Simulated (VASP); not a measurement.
## H: single point with PBE

The system is H, a sheet with vacuum.

```
H
1.0
     1.39815    0.00000    0.00000
    -0.69907    1.21083    0.00000
     0.00000    0.00000   26.08920
H
2
Cartesian
  0.0000 0.8072 6.6289
  0.6991 0.4036 8.3711
```

The cell was built by a generator and needn't be a form met in nature.

The cell isn't the ideal one: species swapped into a sheet of the C type.

- Program: VASP 6.6.1
- Task: single point
- Functional: PBE
- Potentials or basis: VASP PAW PBE potentials, release 64 (H)
- Cutoff: 520 eV
- k mesh: 12 × 12 × 1
- Occupations: gaussian, width 0.1 eV
- Spin: no spin polarisation

| Item | Value |
| --- | --- |
| Largest force | 0.022 eV/Å |
| Band gap on the k mesh | none (metal or under the smearing width) |

Forces on the atoms (eV/Å):
```
H    0.000  0.000 -0.022
H    0.000  0.000  0.022
```

Levels at points of the mesh, in eV from the Fermi level:
| k point | band 1 | band 2 | band 3 | band 4 | band 5 |
| --- | --- | --- | --- | --- | --- |
| (0.00, 0.00, 0.00) | -14.53 | -10.93 | 1.98 | 3.43 | 3.89 |
| (0.50, 0.00, 0.00) | 7.41 | 8.81 | 16.48 | 18.46 | 27.46 |

It took 4.7 s on 1 thread of Intel(R) Xeon(R) 6975P-C (Granite Rapids) (shared host), peak memory 0.13 GiB.

Caveat: the k mesh is coarse (spacing up to 0.43 Å⁻¹), so the values aren't converged.
